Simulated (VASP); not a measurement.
AlN:

```
Al N
1.0
     3.11300    0.00000    0.00000
    -1.55650    2.69594    0.00000
     0.00000    0.00000    4.98100
Al N
2 2
Direct
  0.33333 0.66667 0.00000
  0.66667 0.33333 0.50000
  0.33333 0.66667 0.38000
  0.66667 0.33333 0.88000
```

Base run:

- Program: VASP 6.6.1
- Functional: r2SCAN
- Potentials or basis: VASP PAW PBE potentials, release 64 (Al, N)
- Cutoff: 520 eV
- k mesh: 8 × 8 × 5
- Occupations: fermi-dirac, width 0.02 eV
- Spin: no spin polarisation

Its results: band gap on the k mesh 4.90 eV, direct; pressure -1.3 GPa; largest force 0.125 eV/Å.

Problem. After a change of settings the same cell gave: band gap on the k mesh 5.59 eV, direct; pressure -1.7 GPa; largest force 0.128 eV/Å. Which change was it?
A. functional from r2SCAN to PBEsol
B. functional from r2SCAN to HSE06; k mesh from 8 × 8 × 5 to 6 × 6 × 4
C. functional from r2SCAN to LDA; potentials or basis from VASP PAW PBE potentials, release 64 (Al, N) to VASP PAW LDA potentials, release 64 (Al, N)

Solution. B.

Caveats: the PAW data sets were made with another functional, which shifts forces and pressure a little.

Runs at the PBE level aren't shown here.
